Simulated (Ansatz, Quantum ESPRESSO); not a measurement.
**MnO2: programs and potentials compared**

```
Mn O
1.0
     2.85496    0.00000    0.00000
    -1.42748    2.47246    0.00000
     0.00000    0.00000   10.22174
Mn O
2 4
Direct
  0.00000 0.00000 0.50000
  0.00000 0.00000 0.00000
  0.66667 0.33333 0.40686
  0.66667 0.33333 0.09314
  0.33333 0.66667 0.59314
  0.33333 0.66667 0.90686
```

Measurements of this composition are mostly on another form, of space group No. 136.

Alike in all runs: task band structure; functional PBEsol; k mesh 11 × 11 × 3; occupations fermi-dirac, width 0.05 eV; collinear spin, ferromagnetic start; no spin-orbit coupling. Pressure is positive in compression and, in plane waves, holds the error of the finite cutoff, which Ansatz's Pulay term estimates and takes out. Gaps are the smaller of the mesh's and the band path's.

| program and potentials | plane-wave cutoff (eV) | notes | band gap (eV) | pressure (GPa) | net moment per atom (μB) | largest force (eV/Å) |
| --- | --- | --- | --- | --- | --- | --- |
| Ansatz, Ansatz PAW | 420 | potentials made for PBE, which Ansatz adapts in part; Pulay term of +0.74 GPa included | 0.79 | -2.29 | 1.00 | 0.190 |
| Quantum ESPRESSO, GBRV 1.5 PBEsol | 612 | - | 0.80 | -1.74 | 1.00 | 0.148 |
| Ansatz, all-electron LAPW, scalar-relativistic | - | - | 0.81 | -2.26 | 1.00 | 0.188 |

Force on atom 3 (O), eV/Å:

```
                        program and potentials      x      y      z
                            Ansatz, Ansatz PAW  0.000  0.000  0.190
             Quantum ESPRESSO, GBRV 1.5 PBEsol  0.000  0.000  0.148
Ansatz, all-electron LAPW, scalar-relativistic  0.000  0.000  0.188
```

The band gap spans 0.79 (Ansatz, Ansatz PAW) to 0.81 eV (Ansatz, all-electron LAPW, scalar-relativistic), with all-electron results at 0.81. The pressure spans -2.29 (Ansatz, Ansatz PAW) to -1.74 GPa (Quantum ESPRESSO, GBRV 1.5 PBEsol), with all-electron results at -2.26. All agree on the net moment per atom. The state is the one that the start led to, which needn't be the lowest. The paths' points differ, which is worth about 0.01 eV.

The functional is the same throughout but for its coding, so the spread measures potentials, basis and numerics; runs on potential files found faulty are left out.
